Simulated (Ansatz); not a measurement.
# GaP (F-43m) in Ansatz: settings compared

One crystal, GaP, is run at these levels: PBE, PBE+D4, PBE+D3(BJ); tasks: single point, relaxation of cell and atoms.

All numbers are computed with Ansatz 0.2.0; they aren't measurements. Logs are shortened: lines on timing, memory, paths and dates and some standing lists are left out, and cuts for length are marked.

**The experiment to reproduce.**

“Stacking defects in GaP nanowires: Electronic structure and optical properties”, 2018, arxiv:1810.01194 quotes, for a bulk crystal of GaP at 10 K: band gap 2.34 eV (indirect).

The runs below are set against these values where they give the same quantity.

### 1 The crystal as given

It takes space group F-43m (No. 216, cubic). The conventional cell has a = 5.451 Å, b = 5.451 Å, c = 5.451 Å, α = 90.00°, β = 90.00°, γ = 90.00°. Ga (site symmetry -43m) is surrounded by 4 P at 2.36 Å. P (site symmetry -43m) has 4 Ga at 2.36 Å as nearest neighbours.

### 2 Single point, PBE

Input file input.yaml:

```yaml
crystal:
  lattice:
    - [0.0, 2.72525, 2.72525]
    - [2.72525, 0.0, 2.72525]
    - [2.72525, 2.72525, 0.0]
  atoms:
    - { symbol: Ga, position: [0.0, 0.0, 0.0] }
    - { symbol: P, position: [0.75, 0.75, 0.75] }
kpoints:
  mp_grid: { grid: [8, 8, 8] }
scf:
  occupations: { method: gaussian, width: 0.011 }
hamiltonian:
  xc: pbe
  pseudopotentials: { kind: all_electron, lapw: { basis_error: 0.001 } }
output:
  forces: true
  stress: true
  eigenvalues: true
```

Potentials or basis: all-electron LAPW, scalar-relativistic.

Run with:

```
$ ansatz run input.yaml --threads 1 --pin off --max-ram 3072MiB --backend cpu --events-out ev --progress --plain --runs-dir out
```

Log:

```text
Warning: RAYON_NUM_THREADS=1 ignored (pool sized by the plan → 1); use --threads N
LAPW: plane waves up to 8.540 Å⁻¹, error target 1.0e-3 eV per atom; small_component_spin mean_spin; P in spheres of 1.060 Å, 13 of its electrons in bands, Dirac shells []; Ga in spheres of 1.300 Å, 21 of its electrons in bands, Dirac shells [] (how accurate: hamiltonian.pseudopotentials.lapw.basis_error, Limitations)
Engine: ansatz 0.2.0, aarch64-unknown-linux-gnu
Pseudopotentials: kind: all_electron
Pseudopotential: Ga, LAPW, valence charge 21, lapw/all_electron/scalar/gaussian/Ga, Koelling and Harmon's equation, gaussian nucleus
Pseudopotential: P, LAPW, valence charge 13, lapw/all_electron/scalar/gaussian/P, Koelling and Harmon's equation, gaussian nucleus
Functional definition: PBE
  parameter kappa = 0.804
  parameter beta = 0.06672455060314922
  exchange = pbe_x(kappa = kappa, mu = beta*pi^2/3)
  correlation = pbe_c(beta = beta)
Crystal: 2 atoms, lattice volume = 40.481 Å³
Basis set: ecut = 277.8989088106949 eV, 411 PW (Γ), exchange–correlation at level 2
Bands: 21, of which v1, the nominal top of the filled ones, is band 17 counted from 1 (16 counted from 0)
Symmetry: 24 space group operations
Space group: F-43m (ITA 216), of the structure as read, at distance tolerance 3.4e-5 Å
k-points: 29 of 512 (time reversal used)
Non-local potential: Ga, projectors of the file, none
Non-local potential: P, projectors of the file, none
Initial density: superposition of atomic densities (chi_scale 0.1, normalization cell, long waves kept (reshape's long-wave potential 0.00 eV rms))
Initial wavefunctions: plane waves of lowest kinetic energy (no species holds an atomic orbital)
Functional: x = pbe(κ = 0.804, μ = 0.2195149727645171), c = pbe(β = 0.06672455060314922)
iter 1 solved again at ethr=2.47e-3 eV; its pass at ethr=1.00e-1 eV (dr2=8.41e-1 eV) is discarded
SCF iter   1: F=—  HF=-62209.939709 eV  |F-HF|=—  |Δ(HF+E_count)|=         —  Δρ=3.88e-2  dr2=8.42e-1  ethr=2.47e-3  ⟨swp⟩=2.0  Hψ=4154  notcnv=0
preconditioner: auto → none  [insulator: Δε(μ)=2.034 eV  Ē_g=15.010 eV  σ=0.011 eV  W_gap=1.00  n_scr=14 (ndim 8)  ℏωp=24.8 eV  f_vac=0.017  D(μ)=0.00/eV (n_scr^D=0)  ε∞_Penn≈3.7]
iter 2 solved again at ethr=2.36e-4 eV; its pass at ethr=2.47e-3 eV (dr2=8.03e-2 eV) is discarded
SCF iter   2: F=—  HF=-62209.698363 eV  |F-HF|=—  |Δ(HF+E_count)|=   2.41e-1  Δρ=1.53e-2  dr2=8.02e-2  ethr=2.36e-4  ⟨swp⟩=2.0  Hψ=3211  notcnv=0
SCF iter   3: F=—  HF=-62209.676769 eV  |F-HF|=—  |Δ(HF+E_count)|=   2.16e-2  Δρ=7.02e-3  dr2=1.57e-2  ethr=2.36e-4  ⟨swp⟩=2.0  Hψ=1781  notcnv=0
SCF iter   4: F=—  HF=-62209.673586 eV  |F-HF|=—  |Δ(HF+E_count)|=         —  Δρ=1.97e-3  dr2=1.47e-3  ethr=4.62e-5  ⟨swp⟩=2.4  Hψ=1793  notcnv=0
the basis was enlarged: its passes take 254.7 KiB over the memory plan, 1 of 1 planned eigensolver slots
SCF iter   5: F=—  HF=-62209.672920 eV  |F-HF|=—  |Δ(HF+E_count)|=   6.66e-4  Δρ=3.01e-4  dr2=2.43e-5  ethr=4.32e-6  ⟨swp⟩=2.0  Hψ=1781  notcnv=0
SCF iter   6: F=—  HF=-62209.672962 eV  |F-HF|=—  |Δ(HF+E_count)|=   4.16e-5  Δρ=4.70e-5  dr2=6.07e-7  ethr=7.14e-8  ⟨swp⟩=3.0  Hψ=1785  notcnv=0
SCF iter   7: F=-62209.672963 eV  HF=-62209.672963 eV  |F-HF|=1.10e-8  |Δ(HF+E_count)|=   1.49e-6  Δρ=4.44e-6  dr2=9.82e-9  ethr=1.78e-9  ⟨swp⟩=3.0  Hψ=1782  notcnv=0
SCF 1 converged in 7 iterations: F = -62209.672963 eV  dr2 = 9.82e-9
SCF converged after 7 iterations
Free energy (F): -62209.672963 eV
Harris-Foulkes:  -62209.672963 eV  (|F-HF|=1.10e-8)
Internal energy: -62209.672963 eV  (E = F + TS)
E sigma→0 (E₀):  -62209.672963 eV
Fermi energy:    9.351423 eV
--- Per-component energies (eV) ---
  E_band       = -1791.533754
  E_kinetic    = 63284.590874
  E_xc         = -2691.899899
  E_electrostatic = -122802.363938  (all electrons and nuclei)
  E_smearing   = -0.000000  (= −TS)
  E_closure    = 0.000000  (closes the sum)
  E_atoms      = -62200.568823  (free atoms, spherical and without spin; not in F)
  Σ components = -62209.672963   (vs F -62209.672963, Δ=0.00e0)
  Basis errors (estimates in eV, not in F): energy 4.4e-4 per atom: plane waves 4.1e-4 (2.4e-4 summed), levels above the bands 0.0e0, relativity 2.1e-8, radial functions 3.3e-5, core shells 1.7e-11; eigenvalues (radial functions only) 9.0e-7; not estimated: angular momenta, meshes, grids; target (lapw.basis_error) 1.0e-3; muffin-tin radii P 1.060 Å, Ga 1.300 Å
--- Forces (eV/Å), atoms counted from 1 ---
  atom   1  Ga     0.00000000    -0.00000000     0.00000000
  atom   2  P     -0.00000000     0.00000000    -0.00000000
  max |Σ_I F_I| component: 3.01e-17 eV/Å
--- Stress (GPa, compression-positive) ---
        2.484491       0.000000      -0.000000
        0.000000       2.484491       0.000000
       -0.000000       0.000000       2.484491
  P = ⅓ Tr σ = 2.4845 GPa (24.845 kbar)
--- Band table (eV; the first three rows and the last of 29) ---
  k-point 0: bands = ["-159.2155", "-134.8002", "-109.6904", "-109.6904", "-109.6904", "-85.5317", "-85.5317", "-85.5317", "-5.9960", "-5.9960", "-5.9960", "-5.8970", "-5.8970", "-3.9627", "8.5292", "8.5292", "8.5292", "10.3597", "12.4178", "12.4178", "12.4178"]
  k-point 1: bands = ["-159.2155", "-134.8002", "-109.6904", "-109.6904", "-109.6904", "-85.5317", "-85.5317", "-85.5317", "-6.0100", "-5.9912", "-5.9912", "-5.8970", "-5.8970", "-3.7600", "6.9025", "8.2997", "8.2997", "10.9837", "12.7669", "12.7669", "12.9987"]
  k-point 2: bands = ["-159.2155", "-134.8002", "-109.6904", "-109.6904", "-109.6904", "-85.5317", "-85.5317", "-85.5317", "-6.0406", "-5.9812", "-5.9812", "-5.8957", "-5.8957", "-3.1861", "4.6560", "7.8672", "7.8672", "10.6896", "13.2722", "13.2722", "14.8784"]
  k-point 28: bands = ["-159.2155", "-134.8002", "-109.6904", "-109.6904", "-109.6903", "-85.5317", "-85.5317", "-85.5317", "-6.0958", "-5.9572", "-5.9362", "-5.9120", "-5.8882", "-0.9042", "1.9843", "4.9561", "5.1110", "13.2318", "13.3958", "14.6352", "14.6765"]
```

It took 10 s on 1 thread of Arm Neoverse V1, shared host; peak memory 0.26 GiB.

Results:

* Free energy: -62209.6730 eV
* Pressure: 2.5 GPa
* Band gap on the k mesh: 1.64 eV, indirect (least direct gap 1.83 eV)

Levels at points of the mesh, in eV from the valence-band top:
```
             k point  band 13  band 14  band 15  band 16  band 17  band 18  band 19  band 20  band 21
  (0.00, 0.00, 0.00)   -14.43   -12.49     0.00     0.00     0.00     1.83     3.89     3.89     3.89
 (0.00, 0.00, -0.50)   -14.42   -10.42    -6.63    -1.12    -1.12     1.68     4.72     4.72     8.28
(0.00, -0.50, -0.50)   -14.40    -9.53    -6.75    -2.68    -2.68     1.66     1.83    10.58    10.58
```

### 3 Relaxation of cell and atoms, PBE+D4

input.yaml, as its differences from that of step 2:

```diff
@@ -11,5 +11,6 @@
 scf:
-  occupations: { method: gaussian, width: 0.011 }
+  occupations: { method: fermi_dirac, width: 0.05 }
 hamiltonian:
   xc: pbe
+  dispersion: d4
   pseudopotentials: { kind: all_electron, lapw: { basis_error: 0.001 } }
@@ -18,2 +19,5 @@
   stress: true
-  eigenvalues: true
+relax:
+  f_tol: 0.02
+  max_steps: 60
+  cell: {}
```

Potentials or basis: all-electron LAPW, scalar-relativistic.

Run with:

```
$ ansatz run input.yaml --threads 1 --pin off --max-ram 3072MiB --backend cpu --events-out ev --progress --plain --runs-dir out
```

Log:

```text
Warning: RAYON_NUM_THREADS=1 ignored (pool sized by the plan → 1); use --threads N
The last accepted step is kept in <dir> (removed where the run ends without a failure and the disk answers)
LAPW: plane waves up to 8.899 Å⁻¹, error target 1.0e-3 eV per atom; small_component_spin mean_spin; P in spheres of 1.032 Å, 13 of its electrons in bands, Dirac shells []; Ga in spheres of 1.257 Å, 21 of its electrons in bands, Dirac shells [] (how accurate: hamiltonian.pseudopotentials.lapw.basis_error, Limitations)
Engine: ansatz 0.2.0, aarch64-unknown-linux-gnu
Pseudopotentials: kind: all_electron
Pseudopotential: Ga, LAPW, valence charge 21, lapw/all_electron/scalar/gaussian/Ga, Koelling and Harmon's equation, gaussian nucleus
Pseudopotential: P, LAPW, valence charge 13, lapw/all_electron/scalar/gaussian/P, Koelling and Harmon's equation, gaussian nucleus
Functional definition: PBE
  parameter kappa = 0.804
  parameter beta = 0.06672455060314922
  exchange = pbe_x(kappa = kappa, mu = beta*pi^2/3)
  correlation = pbe_c(beta = beta)
Crystal: 2 atoms, lattice volume = 40.481 Å³
Basis set: ecut = 301.7016664078227 eV, 531 PW (Γ), exchange–correlation at level 2
Bands: 21, of which v1, the nominal top of the filled ones, is band 17 counted from 1 (16 counted from 0)
Symmetry: 24 space group operations
Space group: F-43m (ITA 216), of the structure as read, at distance tolerance 3.4e-5 Å
k-points: 29 of 512 (time reversal used)
Non-local potential: Ga, projectors of the file, none
Non-local potential: P, projectors of the file, none
Initial density: superposition of atomic densities (chi_scale 0.1, normalization cell, long waves kept (reshape's long-wave potential 0.00 eV rms))
Initial wavefunctions: plane waves of lowest kinetic energy (no species holds an atomic orbital)
Functional: x = pbe(κ = 0.804, μ = 0.2195149727645171), c = pbe(β = 0.06672455060314922)
iter 1 solved again at ethr=2.52e-3 eV; its pass at ethr=1.00e-1 eV (dr2=8.56e-1 eV) is discarded
SCF iter   1: F=—  HF=-62210.766242 eV  |F-HF|=—  |Δ(HF+E_count)|=         —  Δρ=3.94e-2  dr2=8.58e-1  ethr=2.52e-3  ⟨swp⟩=2.0  Hψ=4102  notcnv=0
preconditioner: auto → none  [insulator: Δε(μ)=2.034 eV  Ē_g=15.010 eV  σ=0.050 eV  W_gap=1.00  n_scr=14 (ndim 8)  ℏωp=24.8 eV  f_vac=0.017  D(μ)=0.00/eV (n_scr^D=0)  ε∞_Penn≈3.7]
iter 2 solved again at ethr=2.40e-4 eV; its pass at ethr=2.52e-3 eV (dr2=8.17e-2 eV) is discarded
SCF iter   2: F=—  HF=-62210.524891 eV  |F-HF|=—  |Δ(HF+E_count)|=   2.41e-1  Δρ=1.56e-2  dr2=8.16e-2  ethr=2.40e-4  ⟨swp⟩=2.0  Hψ=3129  notcnv=0
SCF iter   3: F=—  HF=-62210.503257 eV  |F-HF|=—  |Δ(HF+E_count)|=   2.16e-2  Δρ=7.25e-3  dr2=1.61e-2  ethr=2.40e-4  ⟨swp⟩=2.0  Hψ=1767  notcnv=0
SCF iter   4: F=—  HF=-62210.500105 eV  |F-HF|=—  |Δ(HF+E_count)|=         —  Δρ=2.11e-3  dr2=1.66e-3  ethr=4.73e-5  ⟨swp⟩=2.0  Hψ=1665  notcnv=0
the basis was enlarged: its passes take 217.4 KiB over the memory plan, 1 of 1 planned eigensolver slots
SCF iter   5: F=—  HF=-62210.499441 eV  |F-HF|=—  |Δ(HF+E_count)|=   6.64e-4  Δρ=3.20e-4  dr2=2.82e-5  ethr=4.87e-6  ⟨swp⟩=2.0  Hψ=1665  notcnv=0
SCF iter   6: F=—  HF=-62210.499484 eV  |F-HF|=—  |Δ(HF+E_count)|=   4.23e-5  Δρ=5.04e-5  dr2=6.89e-7  ethr=8.29e-8  ⟨swp⟩=3.0  Hψ=1768  notcnv=0
SCF iter   7: F=-62210.499485 eV  HF=-62210.499485 eV  |F-HF|=9.66e-9  |Δ(HF+E_count)|=   1.61e-6  Δρ=4.39e-6  dr2=1.07e-8  ethr=2.03e-9  ⟨swp⟩=3.0  Hψ=1767  notcnv=0
SCF 1 converged in 7 iterations: F = -62210.499485 eV  dr2 = 1.07e-8
relax step   1: F+E_penalty+E_count = -62210.49948529 eV  Δ(F+E_penalty+E_count) = +0.000e0 eV  max|allowed force component| = 2.544e-17 eV/Å  Δτ_max = 0.0000 Å  P = -0.820 GPa  Ω = 40.481 Å³  (7 SCF iters, accepted)
Crystal: 2 atoms, lattice volume = 40.205 Å³
Basis set: ecut = 303.0820598437802 eV, 531 PW (Γ), exchange–correlation at level 2
Initial density: handed on by an earlier stage of this run
Initial wavefunctions: those handed on with the density
iter 1 solved again at ethr=2.35e-8 eV; its pass at ethr=1.00e-1 eV (dr2=7.99e-6 eV) is discarded
SCF iter   1: F=—  HF=-62210.500410 eV  |F-HF|=—  |Δ(HF+E_count)|=         —  Δρ=1.03e-4  dr2=8.70e-6  ethr=2.35e-8  ⟨swp⟩=4.8  Hψ=3374  notcnv=0
preconditioner: auto → none  [insulator: Δε(μ)=1.634 eV  Ē_g=15.536 eV  σ=0.050 eV  W_gap=1.00  n_scr=14 (ndim 8)  ℏωp=24.8 eV  f_vac=0.122  D(μ)=0.00/eV (n_scr^D=0)  ε∞_Penn≈3.6]
SCF iter   2: F=—  HF=-62210.500409 eV  |F-HF|=—  |Δ(HF+E_count)|=   8.28e-7  Δρ=4.64e-5  dr2=1.69e-6  ethr=2.35e-8  ⟨swp⟩=2.2  Hψ=1657  notcnv=0
iter 3 solved again at ethr=4.29e-10 eV; its pass at ethr=4.96e-9 eV (dr2=1.46e-7 eV) is discarded
SCF iter   3: F=—  HF=-62210.500409 eV  |F-HF|=—  |Δ(HF+E_count)|=   5.88e-7  Δρ=1.59e-5  dr2=1.46e-7  ethr=4.29e-10  ⟨swp⟩=2.0  Hψ=2935  notcnv=0
SCF iter   4: F=-62210.500409 eV  HF=-62210.500409 eV  |F-HF|=1.48e-8  |Δ(HF+E_count)|=   7.54e-8  Δρ=6.23e-6  dr2=1.33e-8  ethr=4.29e-10  ⟨swp⟩=3.0  Hψ=1767  notcnv=0
SCF 2 converged in 4 iterations: F = -62210.500409 eV  dr2 = 1.33e-8
relax step   2: F+E_penalty+E_count = -62210.50040923 eV  Δ(F+E_penalty+E_count) = -9.239e-4 eV  max|allowed force component| = 1.561e-17 eV/Å  Δτ_max = 0.0000 Å  P = -0.248 GPa  Ω = 40.205 Å³  (4 SCF iters, accepted)
Crystal: 2 atoms, lattice volume = 40.086 Å³
Basis set: ecut = 303.6800168146318 eV, 531 PW (Γ), exchange–correlation at level 2
iter 1 solved again at ethr=4.72e-9 eV; its pass at ethr=1.00e-1 eV (dr2=1.61e-6 eV) is discarded
SCF iter   1: F=—  HF=-62210.500500 eV  |F-HF|=—  |Δ(HF+E_count)|=         —  Δρ=4.56e-5  dr2=1.71e-6  ethr=4.72e-9  ⟨swp⟩=4.6  Hψ=3353  notcnv=0
preconditioner: auto → none  [insulator: Δε(μ)=1.629 eV  Ē_g=15.549 eV  σ=0.050 eV  W_gap=1.00  n_scr=14 (ndim 8)  ℏωp=24.9 eV  f_vac=0.120  D(μ)=0.00/eV (n_scr^D=0)  ε∞_Penn≈3.6]
SCF iter   2: F=—  HF=-62210.500500 eV  |F-HF|=—  |Δ(HF+E_count)|=   3.94e-8  Δρ=2.15e-5  dr2=3.43e-7  ethr=4.72e-9  ⟨swp⟩=2.3  Hψ=1661  notcnv=0
iter 3 solved again at ethr=9.11e-11 eV; its pass at ethr=1.01e-9 eV (dr2=3.10e-8 eV) is discarded
SCF iter   3: F=—  HF=-62210.500500 eV  |F-HF|=—  |Δ(HF+E_count)|=   1.82e-7  Δρ=7.43e-6  dr2=3.09e-8  ethr=9.11e-11  ⟨swp⟩=2.0  Hψ=2956  notcnv=0
SCF iter   4: F=-62210.500500 eV  HF=-62210.500500 eV  |F-HF|=2.08e-9  |Δ(HF+E_count)|=   1.22e-8  Δρ=2.78e-6  dr2=2.56e-9  ethr=9.10e-11  ⟨swp⟩=3.0  Hψ=1767  notcnv=0
SCF 3 converged in 4 iterations: F = -62210.500500 eV  dr2 = 2.56e-9
relax step   3: F+E_penalty+E_count = -62210.50049997 eV  Δ(F+E_penalty+E_count) = -9.074e-5 eV  max|allowed force component| = 1.272e-17 eV/Å  Δτ_max = 0.0000 Å  P = +0.004 GPa  Ω = 40.086 Å³  (4 SCF iters, accepted)
iter 1 solved again at ethr=7.52e-12 eV; its pass at ethr=1.00e-1 eV (dr2=2.56e-9 eV) is discarded
SCF iter   1: F=—  HF=-62210.500500 eV  |F-HF|=—  |Δ(HF+E_count)|=         —  Δρ=2.78e-6  dr2=2.56e-9  ethr=7.52e-12  ⟨swp⟩=4.8  Hψ=3014  notcnv=0
preconditioner: auto → none  [insulator: Δε(μ)=1.629 eV  Ē_g=15.549 eV  σ=0.050 eV  W_gap=1.00  n_scr=14 (ndim 8)  ℏωp=24.9 eV  f_vac=0.122  D(μ)=0.00/eV (n_scr^D=0)  ε∞_Penn≈3.6]
SCF iter   2: F=-62210.500500 eV  HF=-62210.500500 eV  |F-HF|=9.39e-10  |Δ(HF+E_count)|=   4.02e-9  Δρ=1.54e-6  dr2=7.91e-10  ethr=7.52e-12  ⟨swp⟩=3.0  Hψ=1732  notcnv=0
SCF 4 converged in 2 iterations: F = -62210.500500 eV  dr2 = 7.91e-10
relax step   4: F+E_penalty+E_count = -62210.50050022 eV  Δ(F+E_penalty+E_count) = -2.471e-7 eV  max|allowed force component| = 1.272e-17 eV/Å  Δτ_max = 0.0000 Å  P = +0.004 GPa  Ω = 40.086 Å³  stress off target by 3.88e-3 GPa  SCF on the basis re-selected at this cell (its energy is not comparable with the rows above)  (2 SCF iters)
basis re-selected at this cell: Δ(F+E_penalty+E_count) = -2.471e-7 eV, ΔP = -0.000 GPa vs the last step (what re-selecting the basis moved, after the strain that the cell walked since its last selection, with what the two solves' SCF thresholds leave and, on support functions, any second-order correction that the steps lacked; it is no measure of the basis error at this ecutwfc). This SCF's stress stands 3.88e-3 GPa from its target on what of the cell is left free (relax.cell.stress_tol is 5.00e-2 GPa) and its largest allowed force component is 1.27e-17 eV/Å (relax.f_tol is 2.00e-2 eV/Å): within both
SCF converged after 2 iterations
Free energy (F): -62210.500500 eV
Harris-Foulkes:  -62210.500500 eV  (|F-HF|=9.39e-10)
Internal energy: -62210.500500 eV  (E = F + TS)
E sigma→0 (E₀):  -62210.500500 eV
Fermi energy:    9.454384 eV
--- Per-component energies (eV) ---
  E_band       = -1787.344363
  E_kinetic    = 63285.205153
  E_xc         = -2692.050420
  E_electrostatic = -122802.820428  (all electrons and nuclei)
  E_disp       = -0.834805  (pairwise vdW)
  E_smearing   = -0.000000  (= −TS)
  E_closure    = 0.000000  (closes the sum)
  E_atoms      = -62200.568823  (free atoms, spherical and without spin; not in F)
  Σ components = -62210.500500   (vs F -62210.500500, Δ=0.00e0)
  Basis errors (estimates in eV, not in F): energy 4.5e-4 per atom: plane waves 4.1e-4 (2.4e-4 summed), levels above the bands 7.4e-30, relativity 3.2e-8, radial functions 4.4e-5, core shells 2.2e-11; eigenvalues (radial functions only) 4.5e-7; not estimated: angular momenta, meshes, grids; target (lapw.basis_error) 1.0e-3; muffin-tin radii P 1.029 Å, Ga 1.253 Å
--- Forces (eV/Å), atoms counted from 1 ---
  atom   1  Ga    -0.00000000    -0.00000000    -0.00000000
  atom   2  P     -0.00000000     0.00000000     0.00000000
  max |Σ_I F_I| component: 1.21e-17 eV/Å
--- Stress (GPa, compression-positive) ---
        0.003883      -0.000000       0.000000
       -0.000000       0.003883       0.000000
        0.000000       0.000000       0.003883
  P = ⅓ Tr σ = 0.0039 GPa (0.039 kbar)
--- Relaxed structure (3 steps of the walk, 3 accepted, 1 SCFs on fresh bases) ---
  F+E_penalty+E_count = -62210.50050022 eV   max|allowed force component| = 1.272e-17 eV/Å   (the final SCF, on the basis selected at the relaxed cell)
  cell:  # Å, volume = 40.0859 Å³
    - [-5.350140634540369e-34, 2.716358553878601, 2.716358553878601]
    - [2.716358553878601, 1.910764512335846e-33, 2.716358553878601]
    - [2.716358553878601, 2.716358553878601, 5.0953720328955875e-34]
  atoms:
    - { symbol: Ga, position: [1.0894934400869602e-34, -1.4428426638989475e-34, -5.005780670669817e-35] }
    - { symbol: P, position: [0.7500000000000001, 0.7500000000000001, 0.7500000000000001] }
```

Run time: 27 s. Hardware: 1 thread of Arm Neoverse V1, shared host; peak memory 0.28 GiB.

What came out:

| Item | Value |
| --- | --- |
| Free energy | -62210.5005 eV |
| Relaxed volume | 20.04 Å³/atom |
| Relaxed cell | a = 3.842 Å, b = 3.842 Å, c = 3.842 Å, α = 60.00°, β = 60.00°, γ = 60.00° |
| Space group after relaxing (to 0.05 Å) | F-43m (No. 216) |
| Energy gained by relaxing | 0.5 meV/atom |
| Ionic steps | 4 |
| Pressure after relaxing | 0.0 GPa |
| Band gap on the k mesh | 1.63 eV |

Step by step:
```
step  energy change (eV)  largest force (eV/Å)  volume (Å³)
   1              0.0000                0.0000        40.48
   2             -0.0009                0.0000        40.20
   3             -0.0010                0.0000        40.09
   4             -0.0010                0.0000        40.09
```

Final structure:
```
Ga P
1.0
     0.00000    2.71636    2.71636
     2.71636    0.00000    2.71636
     2.71636    2.71636    0.00000
Ga P
1 1
Direct
  0.00000 0.00000 0.00000
  0.75000 0.75000 0.75000
```

A k mesh can miss the band edges.

### 4 Relaxation of cell and atoms, PBE+D3(BJ)

input.yaml, as its differences from that of step 3:

```diff
@@ -14,3 +14,3 @@
   xc: pbe
-  dispersion: d4
+  dispersion: d3bj
   pseudopotentials: { kind: all_electron, lapw: { basis_error: 0.001 } }
@@ -20,3 +20,3 @@
 relax:
-  f_tol: 0.02
+  f_tol: 0.01
   max_steps: 60
```

Run with:

```
$ ansatz run input.yaml --threads 1 --pin off --max-ram 3072MiB --backend cpu --events-out ev --progress --plain --runs-dir out
```

Wall time 23 s (1 thread of Arm Neoverse V1, shared host); peak memory 0.28 GiB.

It converged, with:

```yaml
Free_energy: -62210.3061 eV
Relaxed_volume: 20.18 Å³/atom
Relaxed_cell: a = 3.850 Å, b = 3.850 Å, c = 3.850 Å, α = 60.00°, β = 60.00°, γ = 60.00°
Space_group_after_relaxing_to_0.05_Å: F-43m (No. 216)
Energy_gained_by_relaxing: 0.0 meV/atom
Ionic_steps: 4
Pressure_after_relaxing: 0.0 GPa
Band_gap_on_the_k_mesh: 1.64 eV
```

Final structure:
```yaml
crystal:
  lattice:
    - [0.00000, 2.72268, 2.72268]
    - [2.72268, 0.00000, 2.72268]
    - [2.72268, 2.72268, 0.00000]
  atoms:
    - { symbol: Ga, position: [0.00000, 0.00000, 0.00000] }
    - { symbol: P, position: [0.75000, 0.75000, 0.75000] }
```

A k mesh can miss the band edges. PBE gaps usually lie below the measured ones, often by a third to a half.

[end of part 1 of 2]
